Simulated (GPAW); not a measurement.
**BAs: equation of state with BLYP+D4**

**Experimental background.**

“Basic Physical Properties of Cubic Boron Arsenide”, 2019, arxiv:1911.11281 quotes, for a bulk crystal of BAs: bulk modulus 148 GPa.

Crystal: BAs.

```
As B
1.0
     0.00000    2.38850    2.38850
     2.38850    0.00000    2.38850
     2.38850    2.38850    0.00000
As B
1 1
Direct
  0.25000 0.25000 0.25000
  0.00000 0.00000 0.00000
```

| Item | Value |
| --- | --- |
| Program | GPAW 26.7.0 |
| Task | equation of state |
| Functional | BLYP |
| Dispersion | D4 |
| Potentials or basis | PAW data sets generated in the run's folder for this functional |
| Cutoff | 800 eV |
| Basis | pw |
| k mesh | 8 × 8 × 8 |
| Occupations | fermi-dirac, width 0.05 eV |
| Spin | no spin polarisation |
| Eigensolver | davidson |
| Maxiter | 150 |
| Eos scales | [0.94, 0.96, 0.98, 1.0, 1.02, 1.04, 1.06] |

The equilibrium volume is 13.56 Å³/atom, the bulk modulus is 135 GPa and the pressure derivative of the bulk modulus is 4.5.

Energy against volume, from the lowest point:
```csv
volume (Å³/atom),energy (meV/atom)
12.809,19.59
13.081,7.64
13.354,1.30
13.626,0.00
13.899,3.19
14.171,10.43
14.444,21.27
```

It took 54 s on 1 thread of Arm Neoverse V2, with other jobs on the host, peak memory 0.22 GiB.

Measured bulk modulus of BAs: 148 GPa (quoted in “Basic Physical Properties of Cubic Boron Arsenide”, 2019, arxiv:1911.11281). This calculation gives 135 GPa (-8.8 %). The fit is for a static lattice scaled at fixed shape and fixed fractional positions.
